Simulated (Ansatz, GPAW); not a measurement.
This is a calculation of CdSe for Ansatz 0.2.0. The cell is a database's computed one, not the measured one.

Contents of input.yaml:

```yaml
crystal:
  lattice:
    - [0.0, 3.0702711986, 3.0702711986]
    - [3.0702711986, 0.0, 3.0702711986]
    - [3.0702711986, 3.0702711986, 0.0]
  atoms:
    - { symbol: Cd, position: [0.0, 0.0, 0.0] }
    - { symbol: Se, position: [0.25, 0.25, 0.25] }
kpoints:
  mp_grid: { grid: [8, 8, 8] }
scf:
  occupations: { method: gaussian, width: 0.026 }
hamiltonian:
  xc: pbe
  pseudopotentials: { kind: all_electron, lapw: { basis_error: 0.001 } }
output:
  forces: true
  stress: true
  eigenvalues: true
```

Potentials or basis: all-electron LAPW, scalar-relativistic.

Command:

```console
$ ansatz run input.yaml --threads 1 --pin off --max-ram 3072MiB --backend cpu --events-out ev --progress --plain --runs-dir out
```

Q: Set up the same calculation for GPAW 26.7.0 (ASE script). Potentials or basis there: GPAW PAW data sets (gpaw-data 1.2.1), cutoff 600 eV.

A: As run (cutoffs and basis follow the program's own potentials, and thresholds, step limits or extra output files can differ):

run.py

```python
from ase.dft.bandgap import bandgap
from ase.io import read, write
from ase.units import GPa
from gpaw import GPAW, PW

atoms = read('CdSe.xyz')

calc = GPAW(mode=PW(600),
            xc='PBE',
            kpts={'size': (8, 8, 8), 'gamma': True},
            occupations={'name': 'methfessel-paxton', 'order': 0, 'width': 0.026000000000000002},
            nbands=18,
            convergence={'density': 1e-05, 'energy': 1e-05},
            maxiter=150,
            txt='gpaw.txt')
atoms.calc = calc
energy = atoms.get_potential_energy()
forces = atoms.get_forces()
stress = atoms.get_stress()
calc.write('gs.gpw')
write('result.traj', atoms)
print(f'Energy: {energy:.6f} eV')
print('Forces (eV/A):')
print(forces.round(4))
print('Stress (GPa):', (stress / GPa).round(3))
print('Fermi level:', round(calc.get_fermi_level(), 4), 'eV')
print(f'Gap: {bandgap(calc)[0]:.4f} eV, direct: {bandgap(calc, direct=True)[0]:.4f} eV')
```

Contents of CdSe.xyz:

```xyz
2
Lattice="0.0000000000 3.0702711986 3.0702711986 3.0702711986 0.0000000000 3.0702711986 3.0702711986 3.0702711986 0.0000000000" Properties=species:S:1:pos:R:3 pbc="T T T"
Cd     0.0000000000      0.0000000000      0.0000000000
Se     1.5351355993      1.5351355993      1.5351355993
```

Potentials or basis: GPAW PAW data sets (gpaw-data 1.2.1), pw.

Launch:

```bash
$ OMP_NUM_THREADS=1 python run.py
```

Both were run:

|  | Ansatz | GPAW |
| --- | --- | --- |
| Pressure | 1.3 GPa | 1.1 GPa |

Where Ansatz's input types no cutoff or centring, it takes its own default and a Γ-centred mesh.

Pressure is positive in compression.
